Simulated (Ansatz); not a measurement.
# WC: one candidate of a structure search

Where does this trial cell of WC go when cell and atoms are let free, and does the end survive a random kick?

Program: Ansatz 0.2.0. Level of theory: DFT PBE, scalar-relativistic, plane waves, PAW. These are calculated values, not measurements.

## (1) The starting structure

The structure is cubic, space group F-43m (No. 216). Conventional cell: a = 4.604 Å, b = 4.604 Å, c = 4.604 Å, α = 90.00°, β = 90.00°, γ = 90.00°. W (site symmetry -43m) has 4 C at 1.99 Å as nearest neighbours. Around C (site symmetry -43m) lie 4 W at 1.99 Å.

As a file:

```
W C
1.0
     0.00000    2.30211    2.30211
     2.30211    0.00000    2.30211
     2.30211    2.30211    0.00000
W C
1 1
Direct
  0.00000 0.00000 0.00000
  0.75000 0.75000 0.75000
```

Recipe of the guess: species swapped into a database cell of GaN (F-43m, No. 216), with W on the Ga sites and C on the N sites. Lengths come from tabulated atomic sizes and are only a guess.

## (2) Probe: one point on a coarse mesh

input.yaml reads:

```yaml
crystal:
  lattice:
    - [0.0, 2.3021091, 2.3021091]
    - [2.3021091, 0.0, 2.3021091]
    - [2.3021091, 2.3021091, 0.0]
  atoms:
    - { symbol: W, position: [0.0, 0.0, 0.0] }
    - { symbol: C, position: [0.75, 0.75, 0.75] }
basis:
  ecutwfc: 420
kpoints:
  mp_grid: { grid: [6, 6, 6] }
hamiltonian:
  xc: pbe
scf:
  occupations: { method: gaussian, width: 0.1 }
  lower_state_search: "off"
output:
  forces: true
  stress: true
  eigenvalues: true
```

Launch:

```console
$ ansatz run input.yaml --threads 1 --pin off --max-ram 2048MiB --backend cpu --events-out ev --progress --plain --runs-dir out
```

The session goes on with these runs: coarse relaxation; final relaxation; kick test: the unmoved cell on a coarse mesh; kicked and relaxed without symmetry.

**Question.** What will these runs give? Wanted: conventional cell; volume; energy over the elements; gap on the mesh.

**Answer**, as computed:

| quantity | value |
| --- | --- |
| symmetry at the end (tolerance 0.05 Å) | space group F-43m (No. 216) |
| conventional cell | a = 4.698 Å, b = 4.698 Å, c = 4.698 Å, α = 90.00°, β = 90.00°, γ = 90.00° |
| volume | 12.96 Å³/atom |
| energy over the elements | +0.53 eV/atom |
| gap on the mesh | none (metal) |

What this shows: The space group F-43m (No. 216) is kept, and the volume per atom grows by 6.3 % from the first guess. The formation energy is positive, so the separate elements lie lower. The kicked cell came back to the same energy, so the end is stable against the distortions that fit this cell and this draw; modes that don't fit the cell aren't tested. Spin-orbit coupling is left out for W.
